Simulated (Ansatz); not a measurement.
# CoSi2: response to uniaxial strain along c

One table from this session's results is given with a row withheld; the runs are named, their logs left out.

Method: DFT PBE, scalar-relativistic, plane waves, PAW, in Ansatz 0.2.0.

2 further runs of the same task are left out: 2 set aside as unsound or not needed.

## The structure to begin with

The structure is cubic, space group Fm-3m (No. 225). Conventional cell: a = 5.360 Å, b = 5.360 Å, c = 5.360 Å, α = 90.00°, β = 90.00°, γ = 90.00°. Co (site symmetry m-3m) has 8 Si at 2.32 Å as nearest neighbours. Si (site symmetry -43m) is surrounded by 4 Co at 2.32 Å.

Coordinates:

```cif
data_structure
_symmetry_space_group_name_H-M 'Fm-3m'
_symmetry_Int_Tables_number 225
_cell_length_a 5.3599
_cell_length_b 5.3599
_cell_length_c 5.3599
_cell_angle_alpha 90.000
_cell_angle_beta 90.000
_cell_angle_gamma 90.000
_cell_volume 153.98
loop_
_atom_site_label
_atom_site_type_symbol
_atom_site_symmetry_multiplicity
_atom_site_Wyckoff_symbol
_atom_site_fract_x
_atom_site_fract_y
_atom_site_fract_z
_atom_site_occupancy
Co1 Co 4 a 0.00000 0.00000 0.00000 1
Si1 Si 8 c 0.75000 0.75000 0.25000 1
```

The unstrained cell comes from an earlier run at this level (6 atoms, E(σ→0) -12798.3552 eV, gap none (metal)).

The first run:

Input file input.yaml:

```yaml
crystal:
  lattice:
    - [2.6899888319, 2.6899888319, 0.0]
    - [-2.6899888319, 2.6899888319, 0.0]
    - [0.0, 0.0, 5.279479949]
  atoms:
    - { symbol: Co, position: [0.0, 0.0, 0.0] }
    - { symbol: Co, position: [0.5, 0.5, 0.5] }
    - { symbol: Si, position: [0.0, 0.5, 0.75] }
    - { symbol: Si, position: [0.5, 0.0, 0.75] }
    - { symbol: Si, position: [0.5, 0.0, 0.25] }
    - { symbol: Si, position: [0.0, 0.5, 0.25] }
basis:
  ecutwfc: 420
kpoints:
  mp_grid: { grid: [10, 10, 8] }
hamiltonian:
  xc: pbe
scf:
  occupations: { method: gaussian, width: 0.1 }
output:
  forces: true
  stress: true
  eigenvalues: true
relax:
  adjacent_minimum: "off"
  f_tol: 0.008
  max_steps: 40
  cell: { stress_tol: 0.015, fix: [c, angles] }
```

Run with:

```sh
$ ansatz run input.yaml --threads 1 --pin off --max-ram 2560MiB --backend cpu --events-out ev --progress --plain --runs-dir out
```

Steps of the session up to this table: Strain -1.5 %; The cell strained by +1.5 %; The cell strained by -3.0 %; Strain +3.0 %; The cell strained by -4.5 %; Strain +4.5 %.

One of the session's tables, all rows but one given; the rest of the session is left out.

Lengths are those of the vectors of the cell that was run; stresses in GPa:

| strain (%) | ΔE (meV/atom) | a (Å) | b (Å) | c (Å) |
| --- | --- | --- | --- | --- |
| -4.5 | 13.0 | 3.856 | 3.856 | 5.119 |
| -3.0 | 5.8 | 3.833 | 3.833 | 5.199 |
| -1.5 | 1.6 | 3.811 | 3.811 | 5.279 |
| +0.0 | 0.0 | 3.790 | 3.790 | 5.360 |
| +1.5 | 0.8 | 3.768 | 3.768 | 5.440 |
| +3.0 | ? | ? | ? | ? |
| +4.5 | 9.1 | 3.728 | 3.728 | 5.601 |

Q: Estimate the row for strain (%) = +3.0 from the others.

Worked estimate for «ΔE (meV/atom)». A straight line through the neighbours (1.5, 0.8) and (4.5, 9.1) gives 0.8 + (9.1 − 0.8) × (3.0 − 1.5) / (4.5 − 1.5) = 4.9; a parabola fitted to 3 rows on both sides gives 3.8.

**Answer.** ΔE (meV/atom): 4.0; a (Å): 3.748; b (Å): 3.748; c (Å): 5.521. In «ΔE (meV/atom)» the line misses by +0.9 and the parabola by -0.2.

ΔE is over the unstrained cell. Stress in GPa, positive in compression, on the Cartesian axes of the input. 

Caveats from the session: Spin polarisation is off in the runs that give these values; a magnetic solution could lie lower.
